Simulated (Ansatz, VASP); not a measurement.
## MgS in VASP and in Ansatz

The input INCAR:

```
PREC = Accurate
ENCUT = 520
EDIFF = 1E-8
ISMEAR = -1
SIGMA = 0.05
LREAL = False
LASPH = True
NELM = 100
ALGO = Normal
ISIF = 2
LWAVE = False
LCHARG = False
GGA = PE
LEFG = True
NBANDS = 11
```

File KPOINTS:

```
regular mesh
0
Gamma
  13 13 13
```

The input POSCAR:

```
MgS
1.0
    0.0000000000      2.8483745724      2.8483745724
    2.8483745724      0.0000000000      2.8483745724
    2.8483745724      2.8483745724      0.0000000000
Mg S
1 1
Direct
    0.0000000000      0.0000000000      0.0000000000
    0.2500000000      0.2500000000      0.2500000000
```

Input for Ansatz:

```yaml
crystal:
  lattice:
    - [0.0, 2.8483745724, 2.8483745724]
    - [2.8483745724, 0.0, 2.8483745724]
    - [2.8483745724, 2.8483745724, 0.0]
  atoms:
    - { symbol: Mg, position: [0.0, 0.0, 0.0] }
    - { symbol: S, position: [0.25, 0.25, 0.25] }
kpoints:
  mp_grid: { grid: [13, 13, 13] }
  band_path:
    path:
      - [0.0, 0.0, 0.0]
      - [-0.5, -0.5, 0.0]
      - [-0.375, -0.375, 0.25]
      - [-0.375, 0.0, 0.375]
      - [0.0, 0.0, 0.0]
      - [0.0, 0.0, 0.5]
      - [-0.5, -0.25, 0.25]
      - [-0.5, -0.5, 0.0]
    npoints: 8
scf:
  occupations: { method: fermi_dirac, width: 0.05 }
hamiltonian:
  xc: pbe
  pseudopotentials: { kind: paw }
output:
  forces: true
  stress: true
  eigenvalues: true
  efg: { contact_densities: true }
  populations: true
  bader: true
  dos: { projected: true, de: 0.2, e_range: [-14, 8] }
```

Alike in both runs: task electric field gradients; functional PBE; k mesh 13 × 13 × 13; occupations fermi-dirac, width 0.05 eV; no spin polarisation.

|  | VASP | Ansatz |
| --- | --- | --- |
| version | VASP 6.6.1 | Ansatz 0.2.0 |
| potentials or method | VASP PAW PBE potentials, release 64 (Mg, S) | PAW with Ansatz's default frozen-core files, scalar-relativistic |
| plane-wave cutoff (eV) | 520 | 420 |
| valence electrons in the cell | 8 | 16 |

|  | VASP | Ansatz | Ansatz less VASP |
| --- | --- | --- | --- |
| gap on the k mesh at the Fermi level (eV) | 3.37 | 3.38 | +0.008 |
| pressure (GPa) | -0.1 | 0.0 | +0.15 |
| Vzz of the field gradient on the site that differs most (V/Å²) | 0.0 | 0.0 | 0.00 |

The two sets of potentials don't hold the same shells in valence.

Caveats: an odd mesh through Γ misses points on the zone boundary, where band edges often lie. A hybrid or GW would open this gap; PBE tends to underestimate it.
